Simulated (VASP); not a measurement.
# AlN (P6_3mc) in VASP: a series of runs, part 2 of 2

VASP 6.6.1.

### 3 Single point, PBE

This run uses another cell than the first one, of 10.43 Å³/atom, 0.980 times its volume.

INCAR reads:

```
SYSTEM = AlN
PREC = Accurate
ENCUT = 520
EDIFF = 1E-7
ISMEAR = 0
SIGMA = 0.1
LREAL = .FALSE.
LASPH = .TRUE.
NELM = 100
ALGO = Normal
ISIF = 2
LWAVE = .FALSE.
LCHARG = .FALSE.
GGA = PE
NBANDS = 16
```

KPOINTS reads:

```
regular mesh
0
G
  6 6 4
  0 0 0
```

POSCAR reads:

```
AlN
1.0
    3.1110021516      0.0000000000      0.0000000000
   -1.5555010758      2.6942068945      0.0000000000
    0.0000000000      0.0000000000      4.9780000000
Al N
2 2
Direct
    0.3333333333      0.6666666667      0.0000000000
    0.6666666667      0.3333333333      0.5000000000
    0.3333333333      0.6666666667      0.3850000000
    0.6666666667      0.3333333333      0.8850000000
```

Potentials or basis: VASP PAW PBE potentials, release 64 (Al, N).

Launch:

```bash
> cat potpaw_PBE.64/Al/POTCAR potpaw_PBE.64/N/POTCAR > POTCAR
> mpirun -np 1 vasp_std > vasp.out
```

OUTCAR:

```text
SYSTEM = AlN
   PREC = Accurate
   ENCUT = 520
   EDIFF = 1E-7
   ISMEAR = 0
   LREAL = .FALSE.
   LASPH = .TRUE.
   NELM = 100
   ISIF = 2
   GGA = PE

 ion  position               nearest neighbor table
   1  0.333  0.667  0.000-   4 1.89   4 1.89   4 1.89   3 1.92   2 3.07   2 3.07   2 3.07   2 3.07
                             2 3.07   2 3.07
   2  0.667  0.333  0.500-   3 1.89   3 1.89   3 1.89   4 1.92   1 3.07   1 3.07   1 3.07   1 3.07
                             1 3.07   1 3.07
   3  0.333  0.667  0.385-   2 1.89   2 1.89   2 1.89   1 1.92
   4  0.667  0.333  0.885-   1 1.89   1 1.89   1 1.89   2 1.92

[... 599 lines left out ...]
  -------------------------------------------------------------------------------------
  Total        1.1432429      1.1432429      0.6669956      0.0000000      0.0000000      0.0000000
  in kB       43.8998395     43.8998395     25.6122325      0.0000000      0.0000000      0.0000000
  external PRESSURE =      37.8039705 kB  Pullay stress =       0.0000000 kB

 VOLUME and BASIS-vectors are now :
 -----------------------------------------------------------------------------
  energy-cutoff  :      520.00
  volume of cell :       41.72
      direct lattice vectors                 reciprocal lattice vectors
     3.111002152  0.000000000  0.000000000     0.321439829  0.185583372  0.000000000
    -1.555501076  2.694206895  0.000000000     0.000000000  0.371166744  0.000000000
     0.000000000  0.000000000  4.978000000     0.000000000  0.000000000  0.200883889

 POSITION                                       TOTAL-FORCE (eV/Angst)
 -----------------------------------------------------------------------------------
     -0.00000      1.79614      0.00000         0.000000     -0.000000      0.180322
      1.55550      0.89807      2.48900        -0.000000     -0.000000      0.180322
     -0.00000      1.79614      1.91653        -0.000000     -0.000000     -0.180322
      1.55550      0.89807      4.40553         0.000000      0.000000     -0.180322
 -----------------------------------------------------------------------------------
    total drift:                               -0.000000      0.000000      0.000614

  FREE ENERGIE OF THE ION-ELECTRON SYSTEM (eV)
  ---------------------------------------------------
  free  energy   TOTEN  =       -29.7666994935 eV

  energy  without entropy=      -29.7666994935  energy(sigma->0) =      -29.76669949
```

OSZICAR:

```text
N       E                     dE             d eps       ncg     rms          rms(c)
DAV:   1     0.414654865428E+02    0.41465E+02   -0.72842E+03   672   0.891E+02
DAV:   2    -0.312009149435E+02   -0.72666E+02   -0.67392E+02   952   0.190E+02
DAV:   3    -0.344990374559E+02   -0.32981E+01   -0.32909E+01   840   0.415E+01
DAV:   4    -0.345188139671E+02   -0.19777E-01   -0.19775E-01   832   0.362E+00
DAV:   5    -0.345190764182E+02   -0.26245E-03   -0.26245E-03   816   0.424E-01    0.122E+01
DAV:   6    -0.297542053571E+02    0.47649E+01   -0.10661E+01   792   0.237E+01    0.417E+00
DAV:   7    -0.297783299134E+02   -0.24125E-01   -0.68572E-01   736   0.582E+00    0.295E+00
DAV:   8    -0.297711612750E+02    0.71686E-02   -0.60151E-02   744   0.226E+00    0.591E-01
DAV:   9    -0.297661508288E+02    0.50104E-02   -0.12246E-02   880   0.815E-01    0.246E-01
DAV:  10    -0.297667765839E+02   -0.62576E-03   -0.22457E-03   704   0.298E-01    0.132E-01
DAV:  11    -0.297666963775E+02    0.80206E-04   -0.17339E-04   808   0.101E-01    0.327E-02
DAV:  12    -0.297666996605E+02   -0.32830E-05   -0.11830E-05   744   0.274E-02    0.752E-03
DAV:  13    -0.297666994837E+02    0.17675E-06   -0.40474E-06   808   0.155E-02    0.568E-03
DAV:  14    -0.297666994935E+02   -0.97465E-08   -0.32161E-07   768   0.481E-03
   1 F= -.29766699E+02 E0= -.29766699E+02  d E =-.186284E-10
```

stdout:

```text
POSCAR found type information on POSCAR AlN
 POSCAR found :  2 types and       4 ions
 scaLAPACK will be used
 LDA part: xc-table for (Slater+PW92), standard interpolation
 POSCAR, INCAR and KPOINTS ok, starting setup
 FFT: planning ... GRIDC
 FFT: planning ... GRID_SOFT
 FFT: planning ... GRID
 WAVECAR not read
 entering main loop
```

Wall time 7.7 s (1 thread of Intel Xeon Platinum 8488C (Sapphire Rapids), shared host); peak memory 0.15 GiB.

Results:

```yaml
Free_energy: -29.7667 eV
Pressure: 3.8 GPa
Largest_force: 0.180 eV/Å
Band_gap_on_the_k_mesh: 4.16 eV, direct
```

Forces in eV/Å, atoms in the order of the input:
```
Al   0.000  0.000  0.180
Al   0.000  0.000  0.180
N    0.000  0.000 -0.180
N    0.000  0.000 -0.180
```

Stress tensor (GPa, compression positive):
```
4.39 0.00 0.00
0.00 4.39 0.00
0.00 0.00 2.56
```

### 4 Comparison with measurements

Step 2. Measured gap of AlN: 6.034 eV (an exciton energy, a little under the gap; 10 K; quoted in “Self-assembly of well-separated AlN nanowires directly on sputtered metallic TiN films”, 2019, arxiv:1910.07391). This calculation gives 4.04 eV (-1.99 eV). 2 values of this kind are on record (6.034 to 6.0343 eV); this one was drawn at random. The value is that of PBE on a finite k mesh, which can miss the band edges, without temperature or zero-point motion. Semilocal functionals fall short of measured gaps as a rule.

Step 3. Against the measured gap of AlN, 6.034 eV (an exciton energy, a little under the gap; 10 K; quoted in “Self-assembly of well-separated AlN nanowires directly on sputtered metallic TiN films”, 2019, arxiv:1910.07391), the calculated 4.16 eV is off by -1.87 eV. 2 values of this kind are on record (6.034 to 6.0343 eV); this one was drawn at random. The value is that of PBE, without temperature or zero-point motion. Semilocal functionals fall short of measured gaps as a rule.
